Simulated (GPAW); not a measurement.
# NaI (Fm-3m) in GPAW: notebook

The runs below take NaI through equation of state, band structure, with r2SCAN, PBE.

All numbers are computed with GPAW 26.7.0; they aren't measurements. Logs are shortened: lines on timing, memory, paths and dates and some standing lists are left out, and cuts for length are marked. The log counts tension as positive stress, the text compression.

### 1 Starting point

The structure is cubic, space group Fm-3m (No. 225). Conventional cell: a = 6.473 Å, b = 6.473 Å, c = 6.473 Å, α = 90.00°, β = 90.00°, γ = 90.00°. I (site symmetry m-3m) is surrounded by 6 Na at 3.24 Å. Around Na (site symmetry m-3m) lie 6 I at 3.24 Å.

### 2 Equation of state, r2SCAN

run.py

```python
from ase import Atoms
from ase.eos import EquationOfState
from ase.io import Trajectory
from ase.units import GPa
from gpaw import GPAW, PW

atoms = Atoms(['I', 'Na'],
              cell=[[0.0, 3.2364, 3.2364],
                    [3.2364, 0.0, 3.2364],
                    [3.2364, 3.2364, 0.0]],
              scaled_positions=[[0.5, 0.5, 0.5],
                                [0.0, 0.0, 0.0]],
              pbc=True)

traj = Trajectory('eos.traj', 'w')
volumes, energies = [], []
for x in [0.94, 0.96, 0.98, 1.0, 1.02, 1.04, 1.06]:
    a = atoms.copy()
    a.set_cell(atoms.cell * x**(1 / 3), scale_atoms=True)
    calc = GPAW(mode=PW(800),
                xc='MGGA_X_R2SCAN+MGGA_C_R2SCAN',
                kpts={'size': (7, 7, 7), 'gamma': True},
                occupations={'name': 'fermi-dirac', 'width': 0.05},
                nbands=15,
                convergence={'density': 1e-05, 'energy': 1e-05},
                maxiter=150,
                txt=f'eos-{x:.2f}.txt')
    a.calc = calc
    energies.append(a.get_potential_energy(force_consistent=True))
    volumes.append(a.get_volume())
    p = -a.get_stress()[:3].mean() / GPa
    calc.write(f'eos-{x:.2f}.gpw')
    traj.write(a)
    print(f'{x:.2f} {volumes[-1]:10.4f} A^3 {energies[-1]:14.6f} eV {p:9.3f} GPa', flush=True)

v0, e0, B = EquationOfState(volumes, energies, eos='birchmurnaghan').fit()
print(f'V0 = {v0:.4f} A^3, E0 = {e0:.6f} eV, B0 = {B / GPa:.2f} GPa')
```

Potentials or basis: GPAW PAW data sets (gpaw-data 1.2.1), pw.

Started as:

```console
$ OMP_NUM_THREADS=1 python run.py
```

The program printed:

```text
__  _  _
 | _ |_)|_||  |
 |__||  | ||/\| - 26.7.0

Input parameters:
  mode=PW(ecut=800.0),
  convergence={'density': 1e-05, 'energy': 1e-05},
  kpts=MonkhorstPack(size=(7, 7, 7), gamma=True),
  maxiter=150,
  nbands=15,
  occupations=Occupations(name='fermi-dirac', width=0.05),
  xc=XC(name='MGGA_X_R2SCAN+MGGA_C_R2SCAN')

Diagonalizing LCAO Hamiltonian
Converting LCAO to pw mode

                 I

       Na

Atoms  # Å, Bohr magnetons
|   | symbol |        x |        y |        z |    initial magnetic moments |
|---|--------|----------|----------|----------|-----------------------------|
| 0 |      I | 3.170332 | 3.170332 | 3.170332 | ( 0.0000,  0.0000,  0.0000) |
| 1 |     Na | 0.000000 | 0.000000 | 0.000000 | ( 0.0000,  0.0000,  0.0000) |

Unit cell  # Å
| periodic |        x |        y |        z |  lengths |    angles |
|----------|----------|----------|----------|----------|-----------|
|      yes | 0.000000 | 3.170332 | 3.170332 | 4.483527 | 60.000000 |
|      yes | 3.170332 | 0.000000 | 3.170332 | 4.483527 | 60.000000 |
|      yes | 3.170332 | 3.170332 | 0.000000 | 4.483527 | 60.000000 |

Number of symmetries: 48
Symmetry operations  # r_c * U_cc + t_c -> r_c
|    | kind |            matrix            |
|----|------|------------------------------|
|  0 |  σ   |  1, 0, 0,  1, 0,-1,  1,-1, 0 |
|  1 |  C2  |  1, 0, 0,  1,-1, 0,  1, 0,-1 |
|  2 |  E   |  1, 0, 0,  0, 1, 0,  0, 0, 1 |
|  3 |  σ   |  1, 0, 0,  0, 0, 1,  0, 1, 0 |
|  4 |  C4  |  1, 0,-1,  1, 0, 0,  1,-1, 0 |
|  5 |  S6  |  1, 0,-1,  1,-1, 0,  1, 0, 0 |
|  6 |  σ   |  1, 0,-1,  0, 1,-1,  0, 0,-1 |
|  7 |  C3  |  1, 0,-1,  0, 0,-1,  0, 1,-1 |
|  8 |  S6  |  1,-1, 0,  1, 0, 0,  1, 0,-1 |
|  9 |  C4  |  1,-1, 0,  1, 0,-1,  1, 0, 0 |
| 10 |  C3  |  1,-1, 0,  0,-1, 1,  0,-1, 0 |
| 11 |  σ   |  1,-1, 0,  0,-1, 0,  0,-1, 1 |
| 12 |  σ   |  0, 1, 0,  1, 0, 0,  0, 0, 1 |
| 13 |  C4  |  0, 1, 0,  0, 1,-1, -1, 1, 0 |
| 14 |  C3  |  0, 1, 0,  0, 0, 1,  1, 0, 0 |
| 15 |  S6  |  0, 1, 0, -1, 1, 0,  0, 1,-1 |
| 16 |  C2  |  0, 1,-1,  1, 0,-1,  0, 0,-1 |
| 17 |  σ   |  0, 1,-1,  0, 1, 0, -1, 1, 0 |
| 18 |  S4  |  0, 1,-1,  0, 0,-1,  1, 0,-1 |
| 19 |  C4  |  0, 1,-1, -1, 1, 0,  0, 1, 0 |
| 20 |  C3  |  0, 0, 1,  1, 0, 0,  0, 1, 0 |
| 21 |  σ   |  0, 0, 1,  0, 1, 0,  1, 0, 0 |
| 22 |  S6  |  0, 0, 1,  0,-1, 1, -1, 0, 1 |
| 23 |  C4  |  0, 0, 1, -1, 0, 1,  0,-1, 1 |
| 24 |  S4  |  0, 0,-1,  1, 0,-1,  0, 1,-1 |
| 25 |  C3  |  0, 0,-1,  0, 1,-1,  1, 0,-1 |
| 26 |  C2  |  0, 0,-1,  0,-1, 0, -1, 0, 0 |
| 27 |  S6  |  0, 0,-1, -1, 0, 0,  0,-1, 0 |
| 28 |  S4  |  0,-1, 1,  1,-1, 0,  0,-1, 0 |
| 29 |  C4  |  0,-1, 1,  0, 0, 1, -1, 0, 1 |
| 30 |  C2  |  0,-1, 1,  0,-1, 0,  1,-1, 0 |
| 31 |  σ   |  0,-1, 1, -1, 0, 1,  0, 0, 1 |
| 32 |  C3  |  0,-1, 0,  1,-1, 0,  0,-1, 1 |
| 33 |  S6  |  0,-1, 0,  0, 0,-1, -1, 0, 0 |
| 34 |  S4  |  0,-1, 0,  0,-1, 1,  1,-1, 0 |
| 35 |  C2  |  0,-1, 0, -1, 0, 0,  0, 0,-1 |
| 36 |  C2  | -1, 1, 0,  0, 1, 0,  0, 1,-1 |
| 37 |  S6  | -1, 1, 0,  0, 1,-1,  0, 1, 0 |
| 38 |  S4  | -1, 1, 0, -1, 0, 1, -1, 0, 0 |
| 39 |  C3  | -1, 1, 0, -1, 0, 0, -1, 0, 1 |
| 40 |  S6  | -1, 0, 1,  0, 0, 1,  0,-1, 1 |
| 41 |  C2  | -1, 0, 1,  0,-1, 1,  0, 0, 1 |
| 42 |  C3  | -1, 0, 1, -1, 1, 0, -1, 0, 0 |
| 43 |  S4  | -1, 0, 1, -1, 0, 0, -1, 1, 0 |
| 44 |  C2  | -1, 0, 0,  0, 0,-1,  0,-1, 0 |
| 45 |  i   | -1, 0, 0,  0,-1, 0,  0, 0,-1 |
| 46 |  σ   | -1, 0, 0, -1, 1, 0, -1, 0, 1 |
| 47 |  C2  | -1, 0, 0, -1, 0, 1, -1, 1, 0 |

BZ-sampling:
  Number of BZ points: 343
  Number of IBZ points: 20

  Monkhorst-Pack size: [7, 7, 7]
  Monkhorst-Pack shift: [0, 0, 0]

K-points  # in reciprocal-cell coordinates
|     |                                coordinates |     weight |
|-----|--------------------------------------------|------------|
|   0 | (  0.00000000,   0.00000000,   0.00000000) | 0.00291545 |
|   1 | (  0.14285714,   0.14285714,   0.00000000) | 0.01749271 |
|   2 | (  0.14285714,   0.14285714,   0.14285714) | 0.02332362 |
|   3 | (  0.28571429,   0.14285714,   0.14285714) | 0.03498542 |
|   4 | (  0.28571429,   0.28571429,   0.00000000) | 0.01749271 |
|   5 | (  0.28571429,   0.28571429,   0.14285714) | 0.06997085 |
|   6 | (  0.28571429,   0.28571429,   0.28571429) | 0.02332362 |
|   7 | (  0.42857143,  -0.28571429,  -0.28571429) | 0.03498542 |
|   8 | (  0.42857143,   0.28571429,  -0.42857143) | 0.13994169 |
|   9 | (  0.42857143,   0.28571429,  -0.28571429) | 0.06997085 |
| ... |                                            |            |
|  19 | (  0.42857143,   0.42857143,   0.42857143) | 0.02332362 |

Plane wave coefficients: 3302
Cutoff: 800.0 eV

Spin-components: 1 (collinear spins)
Bands:           15
Projectors:      10
Spin-degeneracy: 2
Datatype:        complex128

Parallelization:
  kpt:    1
  domain: 1
  band:   1

Density:
  Valence electrons: 14.0
  Components: 1
  Grid points: [30 30 30]
  Charge: 0.0  # |e|

Potential:
  Grid points: [30 30 30]

species:
  I:
    name:    Iodine
    Z:       53.0
    valence: 7
    core:    46
    charge:  0.0  # [|e|]
    compensation charges:
      type: gauss
      rc: 0.37  # [Å]
      lmax: 2
    cutoffs:
      filter: 2.06  # [Å]
      core: 2.90  # [Å]
    projectors
    | kind |    occ | energy [eV] | rcut [Å] |
    |------|--------|-------------|----------|
    |   5s |  2.000 |     -17.382 |    1.164 |
    |   5p |  5.000 |      -7.088 |    1.164 |
    |    s |        |       9.829 |    1.164 |
    |    p |        |      20.123 |    1.164 |
    |    d |        |       0.000 |    1.164 |

    Using partial waves for I as LCAO basis

  Na:
    name:    Sodium
    Z:       11.0
    valence: 7
    core:    4
    charge:  0.0  # [|e|]
    compensation charges:
      type: gauss
      rc: 0.37  # [Å]
      lmax: 2
    cutoffs:
      filter: 2.17  # [Å]
      core: 2.59  # [Å]
    projectors
    | kind |    occ | energy [eV] | rcut [Å] |
    |------|--------|-------------|----------|
    |   3s |  1.000 |      -2.744 |    1.201 |
    |   2p |  6.000 |     -28.672 |    1.217 |
    |   3p |  0.000 |      -0.743 |    1.217 |
    |    s |        |      24.468 |    1.201 |
    |    d |        |       0.000 |    1.238 |

    Using partial waves for Na as LCAO basis

Reference energy: -197959.406164  # eV

eigensolver:
  PPCG
  Converge bands: occupied
  niter=2

density mixing:
  MSR1-Mixer
  Pratt-step length: 0.05
  Maximum mixing coefficient: 0.75
  Old densities: 10
  SVD Regularization: 0.005
  Good broyden scale: 1.0
  Trust region scale: 1.0
  Backstep threshold: 4.0
  History deletion threshold: 6.0
  Fourier metric: weight=20.0, sigma=0.015

occupation numbers:
  Fermi-Dirac:
    width: 0.0500  # eV

poisson solver:
  ecut: 6400.0  # eV

xc functional:
  name: MGGA_X_R2SCAN+MGGA_C_R2SCAN with 2 nearest neighbor stencil

convergence criteria:
- Maximum integral of absolute [dens]ity change: 1e-05 electrons / valence electron
- Maximum [total energy] change in last 3 cyles: 1e-05 eV / valence electron
- Maximum integral of absolute [eigenst]ate change: 4e-08 eV^2 / valence electron
maximum number of iterations: 150

SCF iterations
|iter     | |      energy | eigst |  dens |
|---------|-|-------------|-------|-------|
|iter:   1| |  -24.378392 | -1.23 |       |
|iter:   2| |  -23.410671 | -1.51 | -1.45 |
|iter:   3| |-1424.820087 | +1.81 | -1.37 |
|iter:   4| |  -19.798024 | +1.69 | +0.68 |
|iter:   5| |  -23.321024 | +0.13 | -1.02 |
|iter:   6| |  -23.421529 | -1.42 | -1.65 |
|iter:   7| |  -23.423437 | -3.06 | -2.16 |
|iter:   8| |  -23.423769 | -4.11 | -2.31 |
|iter:   9| |  -23.423829 | -5.18 | -2.92 |
|iter:  10| |  -23.423812c| -6.46 | -3.05 |
|iter:  11| |  -23.423800c| -6.70 | -3.16 |
|iter:  12| |  -23.423798c| -7.54c| -3.38 |
|iter:  13| |  -23.423795c| -7.02 | -3.48 |
|iter:  14| |  -23.423794c| -7.47c| -3.81 |
|iter:  15| |  -23.423794c| -7.83c| -4.19 |
|iter:  16| |  -23.423794c| -8.39c| -5.60c|

Converged in 16 steps
Energy contributions relative to reference atoms: (reference = -197959.406164)

Energy contributions:
  Kinetic:           7.088536
  Coulomb:          -6.006021
  Zero:             -0.334074
  External:          0.000000
  Xc:              -24.172235
  Entropy:           0.000000
  Spinorbit:         0.000000
  ----------------------------
  Free energy:     -23.423794
  Extrapolated:    -23.423794

dipole moment: (-5.866649, -5.866649, -5.866649)  # |e|*Ang

Fermi level: 3.441
Eigenvalues  # (at kpt = [0.000, 0.000, 0.000])
| band index |      eig [eV] | occ [0-2] |
|------------|---------------|-----------|
|          0 |       -22.321 |     2.000 |
|          1 |       -22.321 |     2.000 |
|          2 |       -22.321 |     2.000 |
|          3 |       -10.665 |     2.000 |
|          4 |         0.825 |     2.000 |
|          5 |         0.825 |     2.000 |
|          6 |         0.825 |     2.000 |
|          7 |         5.467 |     0.000 |
|          8 |         9.364 |     0.000 |
|          9 |         9.364 |     0.000 |
|         10 |         9.364 |     0.000 |
|         11 |        11.392 |     0.000 |
|         12 |        11.392 |     0.000 |
|         13 |        12.160 |     0.000 |
|         14 |        13.797 |     0.000 |

Gap: 4.641 eV
Transition (v -> c):
  (s=0, k=0, n=6, [0.00, 0.00, 0.00]) -> (s=0, k=0, n=7, [0.00, 0.00, 0.00])
No difference between direct/indirect transitions

Stress tensor  # eV/Ang^3
|         x |         y |         z |
|-----------|-----------|-----------|
| -0.007325 |  0.000000 |  0.000000 |
|  0.000000 | -0.007325 | -0.000000 |
|  0.000000 | -0.000000 | -0.007325 |

# Writing to eos-0.94.gpw (mode='')
```

Run time: 9.7 min. Hardware: 1 thread of Arm Neoverse V2, shared host; peak memory 0.78 GiB.

What came out:

* Equilibrium volume: 33.82 Å³/atom (rough: see the caveat)
* Bulk modulus: 17.1 GPa (rough)

Energy against volume, from the lowest point:
| volume (Å³/atom) | energy (meV/atom) |
| --- | --- |
| 31.865 | 6.71 |
| 32.543 | 2.73 |
| 33.221 | 0.56 |
| 33.899 | 0.00 |
| 34.577 | 0.82 |
| 35.255 | 2.99 |
| 35.933 | 6.29 |

Caveat: the points scatter about the fit; the PAW data sets were made with another functional, which shifts forces and pressure a little.

### 3 Band structure, PBE

run.py

```python
from ase import Atoms
from ase.dft.bandgap import bandgap
from ase.io import write
from ase.units import GPa
from gpaw import GPAW, PW

atoms = Atoms(['I', 'Na'],
              cell=[[0.0, 3.2364, 3.2364],
                    [3.2364, 0.0, 3.2364],
                    [3.2364, 3.2364, 0.0]],
              scaled_positions=[[0.5, 0.5, 0.5],
                                [0.0, 0.0, 0.0]],
              pbc=True)

calc = GPAW(mode=PW(800),
            xc='PBE',
            kpts={'size': (7, 7, 7), 'gamma': True},
            occupations={'name': 'fermi-dirac', 'width': 0.05},
            nbands=15,
            convergence={'density': 1e-05, 'energy': 1e-05},
            maxiter=150,
            txt='gpaw.txt')
atoms.calc = calc
energy = atoms.get_potential_energy()
forces = atoms.get_forces()
stress = atoms.get_stress()
calc.write('gs.gpw')
write('result.traj', atoms)
print(f'Energy: {energy:.6f} eV')
print('Forces (eV/A):')
print(forces.round(4))
print('Stress (GPa):', (stress / GPa).round(3))
print('Fermi level:', round(calc.get_fermi_level(), 4), 'eV')
print(f'Gap: {bandgap(calc)[0]:.4f} eV, direct: {bandgap(calc, direct=True)[0]:.4f} eV')

path = atoms.cell.bandpath('GXWKGLUWLK,UX', npoints=100, eps=1e-4)
bs_calc = calc.fixed_density(kpts=path, symmetry='off', nbands=28,
                             convergence={'bands': 'CBM+6.0', 'eigenstates': 1e-6}, txt='bands.txt')
bs = bs_calc.band_structure()
bs.write('bs.json')
print(f'Gap on the path: {bandgap(bs_calc)[0]:.4f} eV')
```

Potentials or basis: GPAW PAW data sets (gpaw-data 1.2.1), pw.

Started as:

```console
$ OMP_NUM_THREADS=1 python run.py
```

Run time: 83 s. Hardware: 1 thread of Arm Neoverse V2, shared host; peak memory 0.44 GiB.

Results (log left out):

```yaml
Free_energy: -5.3876 eV
Pressure: 0.4 GPa
Band_gap_on_the_k_mesh: 3.66 eV, direct
Band_gap_along_the_path: 3.66 eV, direct
```

Levels at the corners of the path, in eV from the valence-band top:
```tsv
point	band 5	band 6	band 7	band 8	band 9	band 10
Γ	0.00	0.00	0.00	3.66	7.97	7.97
X	-1.90	-0.74	-0.74	4.51	5.57	9.89
W	-1.40	-1.40	-0.93	5.84	7.51	7.51
K	-1.63	-1.34	-0.60	5.23	6.70	8.72
Γ	0.00	0.00	0.00	3.66	7.97	7.97
L	-2.18	-0.28	-0.28	5.11	7.47	7.47
U	-1.63	-1.34	-0.60	5.23	6.70	8.72
W	-1.40	-1.40	-0.93	5.84	7.51	7.51
L	-2.18	-0.28	-0.28	5.11	7.47	7.47
K	-1.63	-1.34	-0.60	5.23	6.70	8.72
U	-1.63	-1.34	-0.60	5.23	6.70	8.72
X	-1.90	-0.74	-0.74	4.51	5.57	9.89
```

Caveat: spin-orbit coupling is left out, which moves the levels of the heavy elements. A hybrid or GW would open this gap; PBE tends to underestimate it.
